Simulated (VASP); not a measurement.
# Hf (Im-3m) in VASP: further runs

One crystal, Hf, is run at these levels: PBEsol; tasks: single point, relaxation of cell and atoms.

Program: VASP 6.6.1. These are calculated values, not measurements. Logs are shortened: lines on timing, memory, paths and dates and some standing lists are left out, and cuts for length are marked.

## 1. Starting point

Symmetry: Im-3m, No. 229, cubic system. The conventional cell has a = 3.491 Å, b = 3.491 Å, c = 3.491 Å, α = 90.00°, β = 90.00°, γ = 90.00°. Hf (site symmetry m-3m) is surrounded by 8 Hf at 3.02 Å.

This isn't the form of Hf at room conditions, which is hcp.

## 2. Single point, PBEsol

File INCAR:

```
ALGO = Normal
EDIFF = 1E-6
ENCUT = 520
GGA = PS
ISIF = 2
ISMEAR = 0
LASPH = True
LCHARG = False
LREAL = False
LWAVE = False
NBANDS = 11
NELM = 100
PREC = Accurate
SIGMA = 0.1
```

File KPOINTS:

```
k-points
0
Gamma
  16 16 16
```

File POSCAR:

```
Hf
1.0
   -1.7453276417      1.7453276417      1.7453276417
    1.7453276417     -1.7453276417      1.7453276417
    1.7453276417      1.7453276417     -1.7453276417
Hf
1
Direct
    0.0000000000      0.0000000000      0.0000000000
```

Potentials or basis: VASP PAW PBE potentials, release 64 (Hf_pv).

The run is started by

```console
> cat potpaw_PBE.64/Hf_pv/POTCAR > POTCAR
> mpirun -np 1 vasp_std > vasp.out
```

OUTCAR:

```text
EDIFF = 1E-6
   ENCUT = 520
   GGA = PS
   ISIF = 2
   ISMEAR = 0
   LASPH = True
   LREAL = False
   NELM = 100
   PREC = Accurate

 ion  position               nearest neighbor table
   1  0.000  0.000  0.000-

  LATTYP: Found a body centered cubic cell.
 ALAT       =     3.4906552834

  Lattice vectors:

 A1 = (  -1.7453276417,   1.7453276417,   1.7453276417)
 A2 = (   1.7453276417,  -1.7453276417,   1.7453276417)
 A3 = (   1.7453276417,   1.7453276417,  -1.7453276417)

Analysis of symmetry for initial positions (statically):
=====================================================================
 Subroutine PRICEL returns:
 Original cell was already a primitive cell.

 Routine SETGRP: Setting up the symmetry group for a
 body centered cubic supercell.

 Subroutine GETGRP returns: Found 48 space group operations
 (whereof 48 operations were pure point group operations)
 out of a pool of 48 trial point group operations.

The static configuration has the point symmetry O_h .

Analysis of symmetry for dynamics (positions and initial velocities):
=====================================================================
 Subroutine PRICEL returns:
 Original cell was already a primitive cell.

 Routine SETGRP: Setting up the symmetry group for a
 body centered cubic supercell.

 Subroutine GETGRP returns: Found 48 space group operations
 (whereof 48 operations were pure point group operations)
 out of a pool of 48 trial point group operations.

The dynamic configuration has the point symmetry O_h .

 Subroutine INISYM returns: Found 48 space group operations
 (whereof 48 operations are pure point group operations),
 and found     1 'primitive' translations

----------------------------------------------------------------------------------------

                                     Primitive cell

  volume of cell :      21.2662

  direct lattice vectors                    reciprocal lattice vectors
    -1.745327642  1.745327642  1.745327642     0.000000000  0.286479162  0.286479162
     1.745327642 -1.745327642  1.745327642     0.286479162  0.000000000  0.286479162
     1.745327642  1.745327642 -1.745327642     0.286479162  0.286479162  0.000000000

  length of vectors
     3.022996151  3.022996151  3.022996151     0.405142716  0.405142716  0.405142716

  position of ions in fractional coordinates (direct lattice)
     0.000000000  0.000000000  0.000000000

  ion indices of the primitive-cell ions
   primitive index   ion index
                 1           1

----------------------------------------------------------------------------------------

 KPOINTS: k-points

Automatic generation of k-mesh.
 Grid dimensions read from file:
 generate k-points for:   16   16   16

 Generating k-lattice:

  Cartesian coordinates                     Fractional coordinates (reciprocal lattice)
     0.000000000  0.017904948  0.017904948     0.062500000  0.000000000  0.000000000
     0.017904948  0.000000000  0.017904948     0.000000000  0.062500000  0.000000000
     0.017904948  0.017904948  0.000000000     0.000000000  0.000000000  0.062500000

  Length of vectors
     0.025321420  0.025321420  0.025321420

  Shift w.r.t. Gamma in fractional coordinates (k-lattice)
     0.000000000  0.000000000  0.000000000

 Subroutine IBZKPT returns following result:
 ===========================================

 Found    145 irreducible k-points:

 Following reciprocal coordinates:
            Coordinates               Weight
  0.000000  0.000000  0.000000      1.000000
  0.062500  0.000000  0.000000     12.000000
  0.125000  0.000000  0.000000     12.000000
  0.187500  0.000000  0.000000     12.000000
  0.250000  0.000000  0.000000     12.000000
  0.312500  0.000000  0.000000     12.000000
[... 16 lines left out ...]
  0.187500  0.187500  0.000000     24.000000
  0.250000  0.187500 -0.000000     48.000000
 [... further k-points ...]
   k-points           NKPTS =    145   k-points in BZ     NKDIM =    145   number of bands    NBANDS=     11
   number of dos      NEDOS =    301   number of ions     NIONS =      1
   total plane-waves  NPLWV =  13824
   dimension x,y,z NGX =    24 NGY =   24 NGZ =   24
   dimension x,y,z NGXF=    48 NGYF=   48 NGZF=   48
   ions per type =               1
   NGX,Y,Z   is equivalent  to a cutoff of  13.20, 13.20, 13.20 a.u.
   NGXF,Y,Z  is equivalent  to a cutoff of  26.40, 26.40, 26.40 a.u.
 SYSTEM =  unknown system
   PREC   = accura    normal or accurate (medium, high low for compatibility)
   ISTART =      0    job   : 0-new  1-cont  2-samecut
   ICHARG =      2    charge: 1-file 2-atom 10-const
   ISPIN  =      1    spin polarized calculation?
   LNONCOLLINEAR =      F non collinear calculations
   LSORBIT =      F    spin-orbit coupling
   LASPH  =      T    aspherical Exc in radial PAW
   ENCUT  =  520.0 eV  38.22 Ry    6.18 a.u.   5.62  5.62  5.62*2*pi/ulx,y,z
   NELM   =    100;   NELMIN=  2; NELMDL= -5     # of ELM steps
   EDIFF  = 0.1E-05   stopping-criterion for ELM
   LREAL  =      F    real-space projection
   EDIFFG = 0.1E-04   stopping-criterion for IOM
   NSW    =      0    number of steps for IOM
   IBRION =     -1    ionic relax: 0-MD 1-quasi-New 2-CG
   NFREE  =      0    steps in history (QN), initial steepest desc. (CG)
   ISIF   =      2    stress and relaxation
   ISYM   =      2    0-nonsym 1-usesym 2-fastsym
   POTIM  = 0.5000    time-step for ionic-motion
   TEBEG  =    0.0;   TEEND  =   0.0 temperature during run
   PSTRESS=    0.0 pullay stress
   NELECT =      10.0000    total number of electrons
   NUPDOWN=      -1.0000    fix difference up-down
   EMIN   =  10.00;   EMAX   =-10.00  energy-range for DOS
   EFERMI =   0.00;   METHOD = LEGACY
   ISMEAR =     0;   SIGMA  =   0.10  broadening in eV -4-tet -1-fermi 0-gaus
   EFERMI_NEDOS =   21; number of points for ismear=-14 and -15
   IALGO  =     38    algorithm
   IMIX   =      4    mixing-type and parameters
     AMIX     =   0.40;   BMIX     =  1.00
     AMIX_MAG =   1.60;   BMIX_MAG =  1.00
  volume/ion in A,a.u.               =      21.27       143.51
  Fermi-wavevector in a.u.,A,eV,Ry     =   1.273047  2.405711 22.050273  1.620649
  Thomas-Fermi vector in A             =   2.405892
   LORBIT       =      0    0 simple, 1 ext, 2 COOP (PROOUT), +10 PAW based schemes
   GGA     = PS    functional components
   LHFCALC =     F    Hartree Fock is set to
   AEXX    =    0.0000 exact exchange contribution
   IVDW    =     0    specifies the selected vdW correction
   LEPSILON=     F    determine dielectric tensor
   LRPA    =     F    only Hartree local field effects (RPA)
 non-spin polarized calculation
 Gauss-broadening in eV      SIGMA  =   0.10
  energy-cutoff  :      520.00
  volume of cell :       21.27
 maximum number of plane-waves:       603
   NGX = 11   NGY = 11   NGZ = 11

 number of electron      10.0000000 magnetization

 number of electron       9.9999998 magnetization

 Free energy of the ion-electron system (eV)
  ---------------------------------------------------
  ext. energy  EPLUGINS =         0.00000000
  ---------------------------------------------------
  free energy    TOTEN  =       -10.34001448 eV

  energy without entropy =      -10.33276146  energy(sigma->0) =      -10.33638797

 E-fermi :   4.7590     XC(G=0): -11.6241

 val. band max:        4.7520031568   @ k =   0.3125   0.1875   0.1250
 cond. band min:       4.7639146349   @ k =   0.5000   0.5000   0.1250
 fundamental gap:      0.0119114781
 Fermi energy:         4.7589568450

 k-point     1 :       0.0000    0.0000    0.0000
  band No.  band energies     occupation
      1     -24.8229      2.00000
      2     -24.8229      2.00000
      3     -24.8229      2.00000
      4      -2.4458      2.00000
      5       6.3073      0.00000
      6       6.3073      0.00000
      7       6.3073      0.00000
      8       9.2516      0.00000
      9       9.2516      0.00000
     10      18.3250      0.00000
     11      18.3250      0.00000

 k-point     2 :       0.0625    0.0000    0.0000
  band No.  band energies     occupation
      1     -24.8631      2.00000
      2     -24.8352      2.00000
      3     -24.8231      2.00000
      4      -2.2915      2.00000
      5       6.1971      0.00000
      6       6.2662      0.00000
      7       6.4596      0.00000
      8       9.0679      0.00000
      9       9.2486      0.00000
     10      18.1936      0.00000
     11      18.4770      0.00000

 k-point     3 :       0.1250    0.0000    0.0000
  band No.  band energies     occupation
      1     -24.9762      2.00000
      2     -24.8702      2.00000
      3     -24.8237      2.00000
      4      -1.8462      2.00000
      5       5.9020      0.00000
      6       6.0902      0.00000
      7       6.9111      0.00000
      8       8.7350      0.00000
      9       9.2532      0.00000
     10      18.1923      0.00000
     11      18.8413      0.00000

 k-point     4 :       0.1875    0.0000    0.0000
  band No.  band energies     occupation
      1     -25.1414      2.00000
      2     -24.9220      2.00000
      3     -24.8247      2.00000
      4      -1.1655      2.00000
      5       5.5029      0.00000
      6       5.7218      0.00000
      7       7.6462      0.00000
      8       8.5975      0.00000
      9       9.2966      0.00000
     10      18.1898      0.00000
     11      19.0537      0.00000

 k-point     5 :       0.2500    0.0000    0.0000
  band No.  band energies     occupation
      1     -25.3303      2.00000
      2     -24.9824      2.00000
      3     -24.8258      2.00000
      4      -0.3535      2.00000
      5       5.0827      0.00000
      6       5.2996      0.00000
      7       8.6357      0.00000
      8       8.7206      0.00000
      9       9.4079      0.00000
     10      18.1819      0.00000
     11      18.5665      0.00000
[... 211 lines left out ...]
 k-point    21 :       0.3750    0.1250    0.0000
  band No.  band energies     occupation
      1     -25.7228      2.00000
      2     -25.1703      2.00000
      3     -24.8801      2.00000
      4       1.6193      2.00000
      5       4.2464      2.00000
      6       5.3149      0.00000
      7       8.9415      0.00000
      8      10.2045      0.00000
      9      12.7705      0.00000
     10      15.2610      0.00000
     11      16.7699      0.00000

 k-point    22 :       0.4375    0.1250   -0.0000
  band No.  band energies     occupation
      1     -25.7502      2.00000
      2     -25.1856      2.00000
      3     -24.8807      2.00000
      4       1.6706      2.00000
      5       4.2006      2.00000
      6       5.5476      0.00000
      7       8.9011      0.00000
      8      10.3288      0.00000
      9      13.2960      0.00000
     10      14.7973      0.00000
     11      16.4852      0.00000

 k-point    23 :       0.1875    0.1875    0.0000
  band No.  band energies     occupation
      1     -25.4932      2.00000
      2     -25.0576      2.00000
      3     -24.8938      2.00000
      4       0.8247      2.00000
      5       4.5180      1.99935
      6       4.8888      0.06633
      7       8.4040      0.00000
      8       9.9946      0.00000
      9      10.3260      0.00000
     10      17.5310      0.00000
     11      18.2245      0.00000

 k-point    24 :       0.2500    0.1875   -0.0000
  band No.  band energies     occupation
      1     -25.5898      2.00000
      2     -25.1390      2.00000
      3     -24.9067      2.00000
      4       1.5594      2.00000
      5       4.2443      2.00000
      6       4.7851      0.71161
      7       8.6383      0.00000
      8      10.0503      0.00000
      9      11.5857      0.00000
     10      16.3494      0.00000
     11      18.2062      0.00000

 [... further k-points ...]

------------------------ aborting loop because EDIFF is reached ----------------------------------------

  FORCE on cell =-STRESS in cart. coord.  units (eV):
  Direction    XX          YY          ZZ          XY          YZ          ZX
  --------------------------------------------------------------------------------------
  -------------------------------------------------------------------------------------
  Total       -0.0335527     -0.0335527     -0.0335527      0.0000000     -0.0000000     -0.0000000
  in kB       -2.5278240     -2.5278240     -2.5278240      0.0000000     -0.0000000     -0.0000000
  external PRESSURE =      -2.5278240 kB  Pullay stress =       0.0000000 kB

 VOLUME and BASIS-vectors are now :
 -----------------------------------------------------------------------------
  energy-cutoff  :      520.00
  volume of cell :       21.27
      direct lattice vectors                 reciprocal lattice vectors
    -1.745327642  1.745327642  1.745327642     0.000000000  0.286479162  0.286479162
     1.745327642 -1.745327642  1.745327642     0.286479162  0.000000000  0.286479162
     1.745327642  1.745327642 -1.745327642     0.286479162  0.286479162  0.000000000

 POSITION                                       TOTAL-FORCE (eV/Angst)
 -----------------------------------------------------------------------------------
      0.00000      0.00000      0.00000         0.000000     -0.000000      0.000000
 -----------------------------------------------------------------------------------
    total drift:                                0.000000      0.000000      0.000000

  FREE ENERGIE OF THE ION-ELECTRON SYSTEM (eV)
  ---------------------------------------------------
  free  energy   TOTEN  =       -10.3400144812 eV

  energy  without entropy=      -10.3327614603  energy(sigma->0) =      -10.33638797
```

It took 20 s on 1 thread of AMD EPYC 7R13 (Zen 3), shared host; peak memory 0.13 GiB.

Results:

| Item | Value |
| --- | --- |
| Free energy | -10.3400 eV |
| Pressure | -0.3 GPa |
| Band gap on the k mesh | none (metal or under the smearing width) |

Caveat: the PAW data sets were made with another functional, which shifts forces and pressure a little.

[end of part 1 of 2]
